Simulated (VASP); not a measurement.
# AgCl (Pm-3m) in VASP: a series of runs

One crystal, AgCl, is run at these levels: PBE; tasks: single point.

Everything below comes from runs of VASP 6.6.1. Logs are shortened: lines on timing, memory, paths and dates and some standing lists are left out, and cuts for length are marked.

**1. The crystal as given**

Symmetry: Pm-3m, No. 221, cubic system. The conventional cell has a = 3.434 Å, b = 3.434 Å, c = 3.434 Å, α = 90.00°, β = 90.00°, γ = 90.00°. Ag (site symmetry m-3m) has 8 Cl at 2.97 Å as nearest neighbours. Cl (site symmetry m-3m) is surrounded by 8 Ag at 2.97 Å.

Measurements of this composition are mostly on another form, of space group No. 225.

**2. Single point, PBE**

File INCAR:

```
PREC     = Accurate       # precision mode
ENCUT    = 220            # plane-wave cutoff, eV
EDIFF    = 1E-6           # SCF threshold, eV
ISMEAR   = 0              # smearing method
SIGMA    = 0.05           # smearing width, eV
LREAL    = F              # projectors in reciprocal space
LASPH    = T              # aspherical terms in the spheres
NELM     = 100            # most SCF steps
ALGO     = Normal         # electronic algorithm
ISIF     = 2              # what is computed and relaxed
LWAVE    = F              # write WAVECAR
LCHARG   = F              # write CHGCAR
GGA      = PE             # functional
ADDGRID  = F
```

File KPOINTS:

```
Automatic mesh
0
Gamma
  2 2 2
```

File POSCAR:

```
AgCl
1.0
    3.4339730000      0.0000000000      0.0000000000
    0.0000000000      3.4339730000      0.0000000000
    0.0000000000      0.0000000000      3.4339730000
Ag Cl
1 1
Direct
    0.0000000000      0.0000000000      0.0000000000
    0.5000000000      0.5000000000      0.5000000000
```

Potentials or basis: VASP PAW PBE potentials, release 64 (Ag, Cl).

Started as:

```console
$ cat potpaw_PBE.64/Ag/POTCAR potpaw_PBE.64/Cl/POTCAR > POTCAR
$ mpirun -np 1 vasp_std > vasp.out
```

OUTCAR:

```text
PREC = Accurate
   ENCUT = 220
   EDIFF = 1E-6
   ISMEAR = 0
   LREAL = F
   LASPH = T
   NELM = 100
   ISIF = 2
   GGA = PE

 Found      4 irreducible k-points:

 Following reciprocal coordinates:
            Coordinates               Weight
  0.000000  0.000000  0.000000      1.000000
  0.500000  0.000000  0.000000      3.000000
  0.500000  0.500000  0.000000      3.000000
  0.500000  0.500000  0.500000      1.000000
   k-points           NKPTS =      4   k-points in BZ     NKDIM =      4   number of bands    NBANDS=     13
   number of dos      NEDOS =    301   number of ions     NIONS =      2
   total plane-waves  NPLWV =   5832
   dimension x,y,z NGX =    18 NGY =   18 NGZ =   18
   dimension x,y,z NGXF=    36 NGYF=   36 NGZF=   36
   ions per type =               1   1
   NGX,Y,Z   is equivalent  to a cutoff of   8.71,  8.71,  8.71 a.u.
   NGXF,Y,Z  is equivalent  to a cutoff of  17.43, 17.43, 17.43 a.u.
 SYSTEM =  unknown system
   PREC   = accura    normal or accurate (medium, high low for compatibility)
   ISTART =      0    job   : 0-new  1-cont  2-samecut
   ICHARG =      2    charge: 1-file 2-atom 10-const
   ISPIN  =      1    spin polarized calculation?
   LNONCOLLINEAR =      F non collinear calculations
   LSORBIT =      F    spin-orbit coupling
   LASPH  =      T    aspherical Exc in radial PAW
   ENCUT  =  220.0 eV  16.17 Ry    4.02 a.u.   4.15  4.15  4.15*2*pi/ulx,y,z
   NELM   =    100;   NELMIN=  2; NELMDL= -5     # of ELM steps
   EDIFF  = 0.1E-05   stopping-criterion for ELM
   LREAL  =      F    real-space projection
   EDIFFG = 0.1E-04   stopping-criterion for IOM
   NSW    =      0    number of steps for IOM
   IBRION =     -1    ionic relax: 0-MD 1-quasi-New 2-CG
   NFREE  =      0    steps in history (QN), initial steepest desc. (CG)
   ISIF   =      2    stress and relaxation
   ISYM   =      2    0-nonsym 1-usesym 2-fastsym
   POTIM  = 0.5000    time-step for ionic-motion
   TEBEG  =    0.0;   TEEND  =   0.0 temperature during run
   PSTRESS=    0.0 pullay stress
   NELECT =      18.0000    total number of electrons
   NUPDOWN=      -1.0000    fix difference up-down
   EMIN   =  10.00;   EMAX   =-10.00  energy-range for DOS
   EFERMI =   0.00;   METHOD = LEGACY
   ISMEAR =     0;   SIGMA  =   0.05  broadening in eV -4-tet -1-fermi 0-gaus
   EFERMI_NEDOS =   21; number of points for ismear=-14 and -15
   IALGO  =     38    algorithm
   IMIX   =      4    mixing-type and parameters
     AMIX     =   0.40;   BMIX     =  1.00
     AMIX_MAG =   1.60;   BMIX_MAG =  1.00
  volume/ion in A,a.u.               =      20.25       136.63
  Fermi-wavevector in a.u.,A,eV,Ry     =   1.249402  2.361027 21.238760  1.561005
  Thomas-Fermi vector in A             =   2.383444
   LORBIT       =      0    0 simple, 1 ext, 2 COOP (PROOUT), +10 PAW based schemes
   GGA     = PE    functional components
   LHFCALC =     F    Hartree Fock is set to
   AEXX    =    0.0000 exact exchange contribution
   IVDW    =     0    specifies the selected vdW correction
   LEPSILON=     F    determine dielectric tensor
   LRPA    =     F    only Hartree local field effects (RPA)
 non-spin polarized calculation
 Gauss-broadening in eV      SIGMA  =   0.05
  energy-cutoff  :      220.00
  volume of cell :       40.49
 maximum number of plane-waves:       305
 NGX is ok and might be reduce to    18
   NGX =  9   NGY =  9   NGZ =  9

 number of electron      17.9999954 magnetization

 Free energy of the ion-electron system (eV)
  ---------------------------------------------------
  ext. energy  EPLUGINS =         0.00000000
  ---------------------------------------------------
  free energy    TOTEN  =        -4.07729828 eV

  energy without entropy =       -4.07729700  energy(sigma->0) =       -4.07729764

 E-fermi :   4.3633     XC(G=0): -10.3019

 val. band max:        4.2022960962   @ k =   0.5000   0.0000   0.0000
 cond. band min:       4.5103609272   @ k =   0.0000   0.0000   0.0000
 fundamental gap:      0.3080648310
 Fermi energy:         4.3632642304

 k-point     1 :       0.0000    0.0000    0.0000
  band No.  band energies     occupation
      1     -10.2407      2.00000
      2       0.9931      2.00000
      3       0.9931      2.00000
      4       1.9220      2.00000
      5       1.9220      2.00000
      6       1.9220      2.00000
      7       2.8261      2.00000
      8       2.8261      2.00000
      9       2.8261      2.00000
     10       4.5104      0.00003
     11      13.6135      0.00000
     12      13.6135      0.00000
     13      17.6181      0.00000

 k-point     2 :       0.5000    0.0000    0.0000
  band No.  band energies     occupation
      1      -9.7490      2.00000
      2      -0.9028      2.00000
      3       1.0461      2.00000
      4       1.0461      2.00000
      5       1.1537      2.00000
      6       1.9790      2.00000
      7       2.3404      2.00000
      8       4.2023      1.99999
      9       4.2023      1.99999
     10       8.8993      0.00000
     11       9.5767      0.00000
     12      13.6397      0.00000
     13      14.0728      0.00000

 k-point     3 :       0.5000    0.5000    0.0000
  band No.  band energies     occupation
      1      -9.4409      2.00000
      2       0.6664      2.00000
      3       0.6664      2.00000
      4       1.2343      2.00000
      5       1.6417      2.00000
      6       1.6485      2.00000
      7       1.6485      2.00000
      8       2.1877      2.00000
      9       3.5003      2.00000
     10       6.6653      0.00000
     11      12.9594      0.00000
     12      12.9594      0.00000
     13      14.7904      0.00000

 k-point     4 :       0.5000    0.5000    0.5000
  band No.  band energies     occupation
      1      -9.0559      2.00000
      2      -0.2904      2.00000
      3      -0.2904      2.00000
      4      -0.2904      2.00000
      5       2.2053      2.00000
      6       2.2053      2.00000
      7       3.8251      2.00000
      8       3.8251      2.00000
      9       3.8251      2.00000
     10       8.7511      0.00000
     11       8.7511      0.00000
     12       8.7511      0.00000
     13      10.5383      0.00000

------------------------ aborting loop because EDIFF is reached ----------------------------------------

  FORCE on cell =-STRESS in cart. coord.  units (eV):
  Direction    XX          YY          ZZ          XY          YZ          ZX
  --------------------------------------------------------------------------------------
  -------------------------------------------------------------------------------------
  Total       -1.8106246     -1.8106246     -1.8106246      0.0000000      0.0000000      0.0000000
  in kB      -71.6388120    -71.6388120    -71.6388120      0.0000000      0.0000000      0.0000000
  external PRESSURE =     -71.6388120 kB  Pullay stress =       0.0000000 kB

 VOLUME and BASIS-vectors are now :
 -----------------------------------------------------------------------------
  energy-cutoff  :      220.00
  volume of cell :       40.49
      direct lattice vectors                 reciprocal lattice vectors
     3.433973000  0.000000000  0.000000000     0.291207881  0.000000000  0.000000000
     0.000000000  3.433973000  0.000000000     0.000000000  0.291207881  0.000000000
     0.000000000  0.000000000  3.433973000     0.000000000  0.000000000  0.291207881

 POSITION                                       TOTAL-FORCE (eV/Angst)
 -----------------------------------------------------------------------------------
      0.00000      0.00000      0.00000         0.000000      0.000000      0.000000
      1.71699      1.71699      1.71699         0.000000      0.000000      0.000000
 -----------------------------------------------------------------------------------
    total drift:                                0.000000     -0.000000     -0.000000

  FREE ENERGIE OF THE ION-ELECTRON SYSTEM (eV)
  ---------------------------------------------------
  free  energy   TOTEN  =        -4.0772982803 eV

  energy  without entropy=       -4.0772969985  energy(sigma->0) =       -4.07729764
```

Run time: 2.1 s. Hardware: 1 thread of AMD EPYC 9R45 (Zen 5), shared host; peak memory 0.08 GiB.

The run converged, but a check on its numbers failed (symmetry, net force, bounds or a known fault of this set-up), so they aren't taken as properties of the crystal.

Caveat: the k mesh is coarse (spacing up to 0.91 Å⁻¹), so the values aren't converged; the cutoff lies under the usual one of these potentials, so the numbers hold a large basis-set error.

[end of part 1 of 2]
